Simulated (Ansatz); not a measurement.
CuI:

```
I Cu
1.0
     4.09020    0.00000    0.00000
     0.00000    4.09020    0.00000
     0.00000    0.00000    6.55146
I Cu
2 2
Direct
  0.00000 0.50000 0.74303
  0.50000 0.00000 0.25697
  0.00000 0.00000 0.00000
  0.50000 0.50000 0.00000
```

Measurements of this composition are mostly on another form, of space group No. 216.

Base run:

```yaml
Program: Ansatz 0.2.0
Functional: LDA
Potentials_or_basis: Ansatz PAW
Cutoff: "420 eV (not typed: the program's choice for these potentials)"
k_mesh: 7 × 7 × 4
Occupations: fermi-dirac, width 0.05 eV
Spin: no spin polarisation
```

Its results: band gap on the k mesh 1.41 eV, direct; pressure -3.6 GPa; largest force 0.490 eV/Å.

Problem. After a change of settings the same cell gave: band gap on the k mesh 1.49 eV, direct; pressure -1.7 GPa; largest force 0.234 eV/Å. Which change was it?
A. functional from LDA to r2SCAN; cutoff from 420 eV (not typed: the program's choice for these potentials) to 500 eV (not typed: the program's choice for these potentials)
B. functional from LDA to PBEsol
C. functional from LDA to PBE

Solution. B.

PBEsol binds less tightly than LDA, so the same cell stands under more pressure.

Caveats: spin-orbit coupling is left out, which moves the levels of the heavy elements; the PAW data sets come from PBE, with cores solved anew for the run's functional, which leaves a small shift of forces and pressure; this functional lacks dispersion, which binds the layers, so the pressure and a relaxed spacing across them are unreliable (some runs).
